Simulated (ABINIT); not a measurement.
Input of an ABINIT 10.8.3 (patched build) run:

The input run.abi:

```
# Pseudopotentials
pp_dirpath "./"
pseudos "Cd.upf, Se.upf"

# Structure
acell 4.3 4.3 7.02 Angstrom
rprim
     1.0000000000     0.0000000000     0.0000000000
    -0.5000000000     0.8660254038     0.0000000000
     0.0000000000     0.0000000000     1.0000000000
ntypat 2
znucl 48 34
natom 4
typat 1 1 2 2
xred
     0.6666666667     0.3333333333     0.5000000000
     0.3333333333     0.6666666667     0.0000000000
     0.6666666667     0.3333333333     0.8850000000
     0.3333333333     0.6666666667     0.3850000000

# Plane-wave basis
ecut 39.0

# k points
kptopt 1
ngkpt 5 5 3
nshiftk 1
shiftk 0.0 0.0 0.0

# Exchange and correlation
ixc 11

# Bands and occupations
nband 44
occopt 3
tsmear 0.00183747

# SCF cycle
nstep 100
tolvrs 1.0e-10

# Output
iomode 3
prtwf 0
prtden 0
prteig 0
prtebands 0
```

Potentials or basis: Ansatz NC PBE.

The run is started by

```sh
$ abinit run.abi > log 2>&1
```

**Question.** What does it give for the pressure?

**Answer.** 2.8 GPa.

**Question.** What does it give for the largest force?

**Answer.** 0.287 eV/Å.

**Question.** What does it give for the band gap on the k mesh?

**Answer.** 0.70 eV, direct.

Stress tensor (GPa, compression positive):
```
3.47 0.00 0.00
0.00 3.47 0.00
0.00 0.00 1.37
```

**Experimental background.**

A printed reference work, data compilation reports, for a bulk crystal of CdSe at 2 K: band gap 1.841 eV.

Against the measured gap of CdSe, 1.841 eV (2 K; a printed reference work, data compilation), the calculated 0.70 eV is off by -1.14 eV. So large a miss can be the level of theory's own, or it may mean another phase, state or a wrong row. Spin-orbit coupling on Cd, Se is left out. The value is that of PBE, without temperature or zero-point motion. Semilocal functionals fall short of measured gaps as a rule.
